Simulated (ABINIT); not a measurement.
# BN (F-43m) in ABINIT: a series of runs

Aim: see how the results for BN move with the level of theory and the settings. Levels: PW91+D4, SOGGA. Tasks: equation of state.

Program: ABINIT 10.8.3 (patched build). These are calculated values, not measurements. Logs are shortened: lines on timing, memory, paths and dates and some standing lists are left out, and cuts for length are marked. The log counts tension as positive stress, the text compression.

**The experiment to reproduce.**

From “Effect of nanostructuration on compressibility of cubic BN”, 2012, arxiv:1208.3664, for a bulk crystal of BN at 300 K: bulk modulus 395 ± 2 GPa.

The results are compared with them further down.

## 1. Starting point

Symmetry: F-43m, No. 216, cubic system. The conventional cell has a = 3.626 Å, b = 3.626 Å, c = 3.626 Å, α = 90.00°, β = 90.00°, γ = 90.00°. N (site symmetry -43m) has 4 B at 1.57 Å as nearest neighbours. B (site symmetry -43m) has 4 N at 1.57 Å as nearest neighbours.

The cell is a database's computed one.

## 2. Equation of state, PW91+D4

run.py

```python
import json, os
import numpy as np
from ase.eos import EquationOfState
from ase.units import GPa
from ase.calculators.mixing import SumCalculator
from dftd4.ase import DFTD4
from ase.calculators.abinit import Abinit, AbinitProfile
from ase import Atoms

atoms = Atoms(['N', 'B'],
              cell=[[0.0, 1.813001, 1.813001], [1.813001, 0.0, 1.813001], [1.813001, 1.813001, 0.0]],
              scaled_positions=[[0.25, 0.25, 0.25], [0.0, 0.0, 0.0]],
              pbc=True)

profile = AbinitProfile(command='abinit', pp_paths=[os.path.abspath('pseudos')])
params = dict(
    pps='pawxml', xc='PBE',
    ecut=707.496,
    pawecutdg=1306.1465,
    kptopt=1,
    ngkpt=[13, 13, 13],
    nshiftk=1,
    shiftk=[0.0, 0.0, 0.0],
    ixc=-109134,
    nband=8,
    occopt=3,
    tsmear=0.05,
    nstep=100,
    tolvrs=1e-09,
    prtwf=0,
    prtden=0,
)

cell0 = atoms.cell.copy()
volumes, energies = [], []
for i, x in enumerate([0.94, 0.96, 0.98, 1.0, 1.02, 1.04, 1.06]):
    atoms.set_cell(cell0 * x ** (1 / 3), scale_atoms=True)
    atoms.calc = SumCalculator([Abinit(profile=profile, directory=f'v{i}', **params), DFTD4(method='pw91')])
    volumes.append(atoms.get_volume() / len(atoms))
    dft, disp = atoms.calc.mixer.calcs
    energies.append((dft.get_property('free_energy', atoms) + disp.get_property('energy', atoms)) / len(atoms))
    print(f'{x:5.2f} {volumes[-1]:10.5f} A^3/atom {energies[-1]:14.6f} eV/atom', flush=True)
    json.dump(dict(volumes=volumes, energies=energies), open('results.json', 'w'))
v0, e0, b0 = EquationOfState(volumes, energies, eos='birchmurnaghan').fit()
print(f'V0 {v0:.4f} A^3/atom  E0 {e0:.6f} eV/atom  B0 {b0 / GPa:.2f} GPa')
```

Potentials or basis: JTH PAW PBE v2.0.

On the command line:

```console
> python run.py
```

Log:

```text
0.94    5.60173 A^3/atom    -177.149232 eV/atom
 0.96    5.72091 A^3/atom    -177.160136 eV/atom
 0.98    5.84010 A^3/atom    -177.164559 eV/atom
 1.00    5.95928 A^3/atom    -177.162972 eV/atom
 1.02    6.07847 A^3/atom    -177.156008 eV/atom
 1.04    6.19766 A^3/atom    -177.144170 eV/atom
 1.06    6.31684 A^3/atom    -177.127882 eV/atom
V0 5.8667 A^3/atom  E0 -177.164683 eV/atom  B0 384.45 GPa
```

abinit.in:

```text
ecut 707.496 eV
ixc -109134
kptopt 1
natom 2
nband 8
ngkpt
13 13 13
nshiftk 1
nsppol 1
nstep 100
occopt 3
pawecutdg 1306.1465 eV
prtden 0
prtwf 0
shiftk
0.0 0.0 0.0
tolvrs 1e-09
tsmear 0.05 eV
#Definition of the unit cell
acell
1.00000000000000 1.00000000000000 1.00000000000000 Angstrom
rprim
0.00000000000000 1.84855906666430 1.84855906666430
1.84855906666430 0.00000000000000 1.84855906666430
1.84855906666430 1.84855906666430 0.00000000000000
chkprim 0 # Allow non-primitive cells
#Definition of the atom types
ntypat 2
znucl 5 7
#Enumerate different atomic species
typat
 2 1
pseudos "./pseudos/B.GGA_PBE-JTH.xml,
./pseudos/N.GGA_PBE-JTH.xml"
#Definition of the atoms
xcart
1.74663518171413 1.74663518171413 1.74663518171413
0.00000000000000 0.00000000000000 0.00000000000000
chkexit 1 # abinit.exit file in the running directory terminates after the current SCF
```

abinit.abo:

```text
.Version 10.8.3 of ABINIT
 Symmetries : space group F-4 3 m (#216); Bravais cF (face-center cubic)
================================================================================
 Values of the parameters that define the memory need of the present run
     intxc =       0    ionmov =       0      iscf =      17    lmnmax =       8
     lnmax =       4     mgfft =      24  mpssoang =       2    mqgrid =    3001
     natom =       2  nloc_mem =       2    nspden =       1   nspinor =       1
    nsppol =       1      nsym =      24    n1xccc =       1    ntypat =       2
    occopt =       3   xclevel =       2
       mpw =         556          nfft =       13824          nkpt =          84
 PAW method is used; the additional fine FFT grid is defined by:
   mgfftf=        32    nfftf =     32768
================================================================================
================================================================================

--------------------------------------------------------------------------------
------------- Echo of variables that govern the present computation ------------
--------------------------------------------------------------------------------
 -outvars: echo values of preprocessed input variables --------
            acell      1.8897261259E+00  1.8897261259E+00  1.8897261259E+00 Bohr
              amu      1.08110000E+01  1.40067400E+01
          chkexit           1
          chkprim           0
             ecut      2.59999984E+01 Hartree
                       outvar_i_n : Printing only first  50 k-points.
              ixc     -109134
                       outvar_i_n : Printing only first  50 k-points.
         kptrlatt       13    0    0      0   13    0      0    0   13
          kptrlen      6.42229942E+01
            natom           2
            nband           8
            ngfft          24      24      24
          ngfftdg          32      32      32
             nkpt          84
            nstep         100
             nsym          24
           ntypat           2
                       prtocc : prtvol=0, do not print more k-points.
           occopt           3
        pawecutdg      4.79999985E+01 Hartree
         pawxcdev           0
           prtden           0
            prtwf           0
            rprim      0.0000000000E+00  1.8485590667E+00  1.8485590667E+00
                       1.8485590667E+00  0.0000000000E+00  1.8485590667E+00
                       1.8485590667E+00  1.8485590667E+00  0.0000000000E+00
          spgroup         216
           tolvrs      1.00000000E-09
           tsmear      1.83746611E-03 Hartree
            typat      2  1
           useylm           1
                       outvars : Printing only first  50 k-points.
           xangst      9.2427953330E-01  9.2427953330E-01  9.2427953330E-01
                      -3.4654123198E-11 -3.4654123198E-11 -3.4654123198E-11
            xcart      1.7466351817E+00  1.7466351817E+00  1.7466351817E+00
                      -6.5486801978E-11 -6.5486801978E-11 -6.5486801978E-11
             xred      2.4999999999E-01  2.4999999999E-01  2.4999999999E-01
                      -9.3732799300E-12 -9.3732799300E-12 -9.3732799300E-12
            znucl        5.00000    7.00000

================================================================================

 chkinp: Checking input parameters for consistency.

================================================================================
== DATASET  1 ==================================================================

--- !DatasetInfo
iteration_state: {dtset: 1, }
dimensions: {natom: 2, nkpt: 84, mband: 8, nsppol: 1, nspinor: 1, nspden: 1, mpw: 556, }
cutoff_energies: {ecut:  26.0, pawecutdg:  48.0, }
electrons: {nelect:   8.00000000E+00, charge:   0.00000000E+00, occopt:   3.00000000E+00, tsmear:   1.83746611E-03, }
meta: {optdriver: 0, ionmov: 0, optcell: 0, iscf: 17, paral_kgb: 0, }
...

 Real(R)+Recip(G) space primitive vectors, cartesian coordinates (Bohr,Bohr^-1):
 R(1)=  0.0000000  3.4932704  3.4932704  G(1)= -0.1431324  0.1431324  0.1431324
 R(2)=  3.4932704  0.0000000  3.4932704  G(2)=  0.1431324 -0.1431324  0.1431324
 R(3)=  3.4932704  3.4932704  0.0000000  G(3)=  0.1431324  0.1431324 -0.1431324
 Unit cell volume ucvol=  8.5256322E+01 bohr^3
 Angles (23,13,12)=  6.00000000E+01  6.00000000E+01  6.00000000E+01 degrees

 Coarse grid specifications (used for wave-functions):

 getcut: wavevector=  0.0000  0.0000  0.0000  ngfft=  24  24  24
[... 55 lines left out ...]
iteration_state: {dtset: 1, }
comment   : Summary of ground state results
lattice_vectors:
- [  0.0000000,   3.4932704,   3.4932704, ]
- [  3.4932704,   0.0000000,   3.4932704, ]
- [  3.4932704,   3.4932704,   0.0000000, ]
lattice_lengths: [   4.94023,    4.94023,    4.94023, ]
lattice_angles: [ 60.000,  60.000,  60.000, ] # degrees, (23, 13, 12)
lattice_volume:   8.5256322E+01
convergence: {deltae:  7.995E-12, res2:  3.478E-11, residm:  1.090E-09, diffor: null, }
etotal    :  -1.30047028E+01
entropy   :   0.00000000E+00
fermie    :   3.69241846E-01
cartesian_stress_tensor: # hartree/bohr^3
- [  7.01758120E-04,   0.00000000E+00,   0.00000000E+00, ]
- [  0.00000000E+00,   7.01758120E-04,   0.00000000E+00, ]
- [  0.00000000E+00,   0.00000000E+00,   7.01758120E-04, ]
pressure_GPa:  -2.0646E+01
xred      :
- [  2.5000E-01,   2.5000E-01,   2.5000E-01,  N]
- [ -9.3733E-12,  -9.3733E-12,  -9.3733E-12,  B]
cartesian_forces: # hartree/bohr
- [  1.20438950E-30,  -3.61316851E-30,   1.20438950E-30, ]
- [ -1.20438950E-30,   3.61316851E-30,  -1.20438950E-30, ]
force_length_stats: {min:   3.99450809E-30, max:   3.99450809E-30, mean:   3.99450809E-30, }
...

 Integrated electronic density in atomic spheres:
 ------------------------------------------------
 Atom  Sphere_radius  Integrated_density
    1        1.20497          2.63338279
    2        1.70617          1.96168881

================================================================================

 ----iterations are completed or convergence reached----

 Mean square residual over all n,k,spin=   34.807E-13; max=  10.895E-10
 reduced coordinates (array xred) for    2 atoms
       0.249999999991      0.249999999991      0.249999999991
      -0.000000000009     -0.000000000009     -0.000000000009
 rms dE/dt=  1.1900E-29; max dE/dt=  1.6829E-29; dE/dt below (all hartree)
    1       0.000000000000      0.000000000000      0.000000000000
    2      -0.000000000000      0.000000000000     -0.000000000000

 cartesian coordinates (angstrom) at end:
    1      0.92427953329750     0.92427953329750     0.92427953329750
    2     -0.00000000003465    -0.00000000003465    -0.00000000003465

 cartesian forces (hartree/bohr) at end:
    1      0.00000000000000    -0.00000000000000     0.00000000000000
    2     -0.00000000000000     0.00000000000000    -0.00000000000000
 frms,max,avg= 2.3062303E-30 3.6131685E-30   0.000E+00  0.000E+00  0.000E+00 h/b

 cartesian forces (eV/Angstrom) at end:
    1      0.00000000000000    -0.00000000000000     0.00000000000000
    2     -0.00000000000000     0.00000000000000    -0.00000000000000
 frms,max,avg= 1.1859113E-28 1.8579660E-28   0.000E+00  0.000E+00  0.000E+00 e/A
 length scales=  1.889726125908  1.889726125908  1.889726125908 bohr
              =  1.000000000000  1.000000000000  1.000000000000 angstroms
 Fermi (or HOMO) energy (hartree) =   0.36924   Average Vxc (hartree)=  -0.45935
 Eigenvalues (hartree) for nkpt=  84  k points:
 kpt#   1, nband=  8, wtk=  0.00046, kpt=  0.0000  0.0000  0.0000 (reduced coord)
  -0.43124    0.28373    0.28373    0.28373    0.59643    0.59643    0.59643    0.62518
      occupation numbers for kpt#   1
   2.00000    2.00000    2.00000    2.00000    0.00000    0.00000    0.00000    0.00000
 prteigrs : prtvol=0 or 1, do not print more k-points.

--- !EnergyTerms
iteration_state     : {dtset: 1, }
comment             : Components of total free energy in Hartree
kinetic             :  7.81551839565004E+00
hartree             :  1.88533033999336E+00
xc                  : -3.89327037491928E+00
Ewald energy        : -1.28778602064291E+01
psp_core            :  6.83909526918946E-01
local_psp           : -7.99422568894969E+00
PAW spherical_terms :  1.37589385364572E+00
internal            : -1.30047041540900E+01
'-kT*entropy'       :  6.26635405992691E-16
total_energy        : -1.30047041540900E+01
total_energy_eV     : -3.53876027751656E+02
...

--- !EnergyTermsDC
iteration_state     : {dtset: 1, }
comment             : '"Double-counting" decomposition of free energy'
band_energy         :  5.59717523233522E-02
Ewald energy        : -1.28778602064291E+01
psp_core            :  6.83909526918946E-01
xc_dc               : -1.10352677096910E+00
PAW spherical_terms :  2.36802894278451E-01
internal            : -1.30047028038774E+01
'-kT*entropy'       :  6.26635405992691E-16
total_energy_dc     : -1.30047028038774E+01
total_energy_dc_eV  : -3.53875991010501E+02
...

--- !EnergyTermsWithPAWCore
iteration_state     : {dtset: 1, }
comment             : 'Components of total free energy, including PAW core contributions'
Total energy        : -7.97646215630913E+01
Total energy DC     : -7.97646202128788E+01
Total energy (eV)   : -2.17050592611778E+03
Total energy DC (eV): -2.17050588937663E+03
...

 Cartesian components of stress tensor (hartree/bohr^3)
  sigma(1 1)=  7.01758120E-04  sigma(3 2)=  0.00000000E+00
  sigma(2 2)=  7.01758120E-04  sigma(3 1)=  0.00000000E+00
  sigma(3 3)=  7.01758120E-04  sigma(2 1)=  0.00000000E+00

-Cartesian components of stress tensor (GPa)         [Pressure= -2.0646E+01 GPa]
- sigma(1 1)=  2.06464367E+01  sigma(3 2)=  0.00000000E+00
- sigma(2 2)=  2.06464367E+01  sigma(3 1)=  0.00000000E+00
- sigma(3 3)=  2.06464367E+01  sigma(2 1)=  0.00000000E+00

== END DATASET(S) ==============================================================
================================================================================

 -outvars: echo values of variables after computation  --------
            acell      1.8897261259E+00  1.8897261259E+00  1.8897261259E+00 Bohr
           etotal     -1.3004702804E+01
            fcart      1.2043895042E-30 -3.6131685126E-30  1.2043895042E-30
                      -1.2043895042E-30  3.6131685126E-30 -1.2043895042E-30
            rprim      0.0000000000E+00  1.8485590667E+00  1.8485590667E+00
                       1.8485590667E+00  0.0000000000E+00  1.8485590667E+00
                       1.8485590667E+00  1.8485590667E+00  0.0000000000E+00
           strten      7.0175811970E-04  7.0175811970E-04  7.0175811970E-04
                       0.0000000000E+00  0.0000000000E+00  0.0000000000E+00
           xangst      9.2427953330E-01  9.2427953330E-01  9.2427953330E-01
                      -3.4654123198E-11 -3.4654123198E-11 -3.4654123198E-11
             xred      2.4999999999E-01  2.4999999999E-01  2.4999999999E-01
                      -9.3732799300E-12 -9.3732799300E-12 -9.3732799300E-12
 Calculation completed.
```

Run time: 2.3 min. Hardware: 1 thread of Arm Neoverse V1, shared host; peak memory 0.12 GiB.

What came out:

- Equilibrium volume: 5.87 Å³/atom
- Bulk modulus: 384 GPa
- Pressure derivative of the bulk modulus: 3.8

Energy against volume, from the lowest point:
```tsv
volume (Å³/atom)	energy (meV/atom)
5.602	15.33
5.721	4.42
5.840	0.00
5.959	1.59
6.078	8.55
6.198	20.39
6.317	36.68
```

Caveat: pressures at fixed basis lie under the slope of the energies; the log and the count of SCF iterations are those of the last ABINIT call alone; the PAW data sets were made with another functional, which shifts forces and pressure a little.

(Continued in part 2 of 2.)
